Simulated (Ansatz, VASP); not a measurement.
## AlN in VASP and in Ansatz

Contents of INCAR:

```
PREC = Accurate
ENCUT = 520
EDIFF = 1E-7
ISMEAR = 0
SIGMA = 0.05
LREAL = F
LASPH = T
NELM = 80
ALGO = Normal
ISIF = 2
LWAVE = F
LCHARG = F
NBANDS = 11
```

KPOINTS

```
regular mesh
0
Gamma
  10 10 10
```

File POSCAR:

```
AlN
1.0
    0.1057594084      2.0887483153      2.0887483153
    2.0887483153      0.1057594084      2.0887483153
    2.0887483153      2.0887483153      0.1057594084
Al N
1 1
Direct
    0.5000000000      0.5000000000      0.5000000000
    0.0000000000      0.0000000000      0.0000000000
```

Input for Ansatz:

```yaml
crystal:
  lattice:
    - [0.1057594084, 2.0887483153, 2.0887483153]
    - [2.0887483153, 0.1057594084, 2.0887483153]
    - [2.0887483153, 2.0887483153, 0.1057594084]
  atoms:
    - { symbol: Al, position: [0.5, 0.5, 0.5] }
    - { symbol: "N", position: [0.0, 0.0, 0.0] }
basis:
  ecutwfc: 420
kpoints:
  mp_grid: { grid: [10, 10, 10] }
hamiltonian:
  xc: lda
scf:
  occupations: { method: gaussian, width: 0.05 }
output:
  forces: true
  stress: true
  eigenvalues: true
```

Alike in both runs: task single point; functional LDA; k mesh 10 × 10 × 10; occupations gaussian, width 0.05 eV; no spin polarisation.

|  | VASP | Ansatz |
| --- | --- | --- |
| version | VASP 6.6.1 | Ansatz 0.2.0 |
| potentials or method | VASP PAW LDA potentials, release 64 (Al, N) | scalar-relativistic, plane waves, PAW |
| plane-wave cutoff (eV) | 520 | 420 |
| valence electrons in the cell | 8 | 8 |

|  | VASP | Ansatz | Ansatz less VASP |
| --- | --- | --- | --- |
| gap on the k mesh at the Fermi level (eV) | 3.40 | 3.41 | +0.011 |
| least direct gap on the mesh (eV) | 4.73 | 4.71 | -0.016 |
| pressure (GPa) | -9.9 | -10.4 | -0.52 |
| largest component of the traceless stress (GPa) | 16.99 | 17.00 | +0.012 |

A k mesh can miss the band edges.
